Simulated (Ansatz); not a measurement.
# One structure, 3 elements: BN, AlN, GaN

Plane-wave DFT in Ansatz with scalar-relativistic PAW potentials, cutoff 420 eV, Γ-centred meshes chosen by cell and gap, Gaussian smearing with energies taken to zero width. Every cell was relaxed (cell and atoms) in a run of its own, within the symmetry of its start. Functional: PBEsol.

All members share space group F-43m and the same sites; only the element on one set of sites changes (B, Al, Ga). Members needn't be the stable form of their composition. Energies over the elements, where given, are against the elements' standard states in the same functional (H₂, N₂, O₂ and halogens uncorrected, Hg as a solid). The first member:

Space group F-43m (No. 216). a = 3.606 Å, b = 3.606 Å, c = 3.606 Å, α = 90.00°, β = 90.00°, γ = 90.00°
```json
{"atom": "B", "site": "4a", "symmetry": "-43m", "x": "0.0000", "y": "0.0000", "z": "0.0000"}
{"atom": "N", "site": "4c", "symmetry": "-43m", "x": "0.2500", "y": "0.2500", "z": "0.2500"}
```

Q: How do size, gap and binding change down the group?

A:
| compound | V (Å³/atom) | a (Å) | gap on mesh (eV) | energy over elements (eV/atom) |
| --- | --- | --- | --- | --- |
| BN | 5.86 | 3.606 | 4.30 | -1.348 |
| AlN | 10.48 | 4.377 | 3.19 | -1.446 |
| GaN | 11.38 | 4.498 | 1.70 | -0.581 |

Over the series the volume grows at each step down the group; the gap narrows; binding against the elements is strongest for Al.